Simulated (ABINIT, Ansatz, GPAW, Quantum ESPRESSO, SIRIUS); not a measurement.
# One calculation of Ga3Se, 6 ways

```
Se Ga
1.0
     4.43246    0.00000    0.00000
     0.00000    4.43246    0.00000
     0.00000    0.00000    4.43246
Se Ga
1 3
Direct
  0.00000 0.00000 0.00000
  0.50000 0.50000 0.00000
  0.50000 0.00000 0.50000
  0.00000 0.50000 0.50000
```

The cell comes from a database or a generator and needn't be the stable form of this composition.

Alike in all runs: task single point; functional PBEsol; k mesh 6 × 6 × 6; occupations fermi-dirac, width 0.05 eV; no spin polarisation; no spin-orbit coupling. Pressure is positive in compression and, in plane waves, holds the error of the finite cutoff, which Ansatz's Pulay term estimates and takes out.

```
                                        program and potentials  plane-wave cutoff (eV)                                                                                                                               notes  band gap (eV)  pressure (GPa)
                                            Ansatz, Ansatz PAW                     420  potentials made for PBE, which Ansatz adapts in part; 13.75 valence electrons an atom on average; Pulay term of +0.03 GPa included         no gap           -3.61
                             Quantum ESPRESSO, GBRV 1.5 PBEsol                     762                                                                                          15.75 valence electrons an atom on average         no gap           -3.66
             GPAW, PAW data sets generated for this functional                     600                                                                                           3.75 valence electrons an atom on average         no gap           -3.87
SIRIUS, PseudoDojo 0.4.1 PBEsol standard (scalar relativistic)                    1177                                                                                          13.75 valence electrons an atom on average         no gap           -3.60
               ABINIT, PseudoDojo NC SR PBEsol v0.4.1 standard                    1170                                                                                          13.75 valence electrons an atom on average         no gap           -3.60
                Ansatz, all-electron LAPW, scalar-relativistic                       -                                                                                                                                   -         no gap           -3.60
```

None finds a gap. The pressure spans -3.87 (GPAW, PAW data sets generated for this functional) to -3.60 GPa (Ansatz, all-electron LAPW, scalar-relativistic), with all-electron results at -3.60.

The functional is the same throughout but for its coding, so the spread measures potentials, basis and numerics; runs on potential files found faulty are left out.

The absence of a gap follows from electron counting: one Ga3Se unit per cell supplies an odd number of electrons, which cannot fill bands completely when each holds paired spins. The agreement on metallicity is therefore no test of the potentials. Chemically, the composition has more gallium electrons than selenium can accept, and this close-packed arrangement offers no distinct Ga–Ga pairs to localise the excess, as layered GaSe does.

The negative pressure in every run means that the cell is stretched relative to its PBEsol equilibrium volume and would contract on relaxation. GPAW lies furthest from the all-electron result, and its small valence count implies that the Ga 3d shell is frozen. The missing response of that shell and its repulsion with neighbouring atoms probably account for much of the additional tension, though other details of the data sets may contribute. Symmetry cancels the forces on all atoms here, so the pressure cannot reveal whether a distortion that pairs gallium atoms would lower the energy.
